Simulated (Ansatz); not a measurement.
Born–Oppenheimer molecular dynamics of a periodic cell of 12 atoms, TiO2 (start crystal TiO2, start structure I4/m, volume 1.05 times the crystal's). It starts from an unrelaxed structure (largest force component 0.42 eV/Å).

Computed with DFT PBE-D3(BJ), scalar-relativistic, plane waves, PAW (Ansatz 0.2.0). Settings: PAW set soft_1, cutoff 420 eV, k mesh 3x3x2, fermi-dirac smearing 0.36 eV, no spin polarisation.

```
ensemble             : NVT, Langevin thermostat
time step            : 1.5 fs
steps asked          : 270
set temperature      : 300 K
friction             : 0.02 /fs
temperature schedule : 270 steps to 4200 K
seed                 : 894972
```

First frame:

```xyz
12
Lattice="-4.4221 4.4221 1.9185 4.4221 -4.4221 1.9185 4.4221 4.4221 -1.9185" Properties=species:S:1:pos:R:3
Ti 0.025 2.585 0.000
Ti 6.259 0.025 0.000
Ti -1.837 4.397 1.919
Ti 4.397 1.837 1.919
O 1.334 4.412 0.000
O 3.010 -2.992 1.919
O 4.432 1.334 0.000
O 1.430 1.412 0.000
O 2.992 3.010 1.919
O -0.010 3.088 1.919
O 1.412 7.414 0.000
O 3.088 0.010 1.919
```

(1) What does the run give?

(2) What happens to the structure?

(3) How do temperature and energy run in time?

Answers

(1) All steps were run.

```
steps done                                               : 270
time covered                                             : 405 fs
mean temperature over the second half                    : 2928 K
spread of the potential energy over the second half      : 120.7 meV per atom
mean potential energy of the second half above the start : 376.1 meV per atom
```

The schedule's set-point averaged 3225 K over the second half and the system 2928 K. A run of 0.41 ps of so small a system gives no equilibrium averages. Limits of this set-up: coarse k mesh.

(2) Mean squared displacements from the first frame to the last, about the centre of mass: Ti 0.13 Å², O 0.28 Å². Another seed would give other details.

(3) 
| time (fs) | T (K) | potential energy less start (eV) |
| --- | --- | --- |
| 0.0 | 275 | 0.000 |
| 13.5 | 156 | 0.144 |
| 27.0 | 313 | 0.211 |
| 40.5 | 420 | 0.424 |
| 54.0 | 516 | 0.426 |
| 67.5 | 321 | 0.817 |
| 81.0 | 698 | 0.638 |
| 94.5 | 826 | 0.766 |
| 108.0 | 899 | 1.470 |
| 121.5 | 1327 | 1.104 |
| 135.0 | 969 | 1.623 |
| 148.5 | 1359 | 1.419 |
| 162.0 | 1478 | 1.287 |
| 175.5 | 1570 | 1.631 |
| 189.0 | 1529 | 1.727 |
| 202.5 | 1641 | 2.126 |
| 216.0 | 1746 | 2.021 |
| 229.5 | 1995 | 2.695 |
| 243.0 | 2804 | 2.166 |
| 256.5 | 1806 | 3.788 |
| 270.0 | 2213 | 3.595 |
| 283.5 | 2530 | 4.365 |
| 297.0 | 2834 | 4.845 |
| 310.5 | 2273 | 5.547 |
| 324.0 | 3022 | 4.474 |
| 337.5 | 3698 | 5.115 |
| 351.0 | 3072 | 6.906 |
| 364.5 | 4325 | 5.506 |
| 378.0 | 3367 | 6.087 |
| 391.5 | 3600 | 6.448 |
| 405.0 | 5647 | 5.227 |

The run took 44 min on 1 thread of Arm Neoverse V1, with other jobs on the host, peak memory 0.53 GiB.
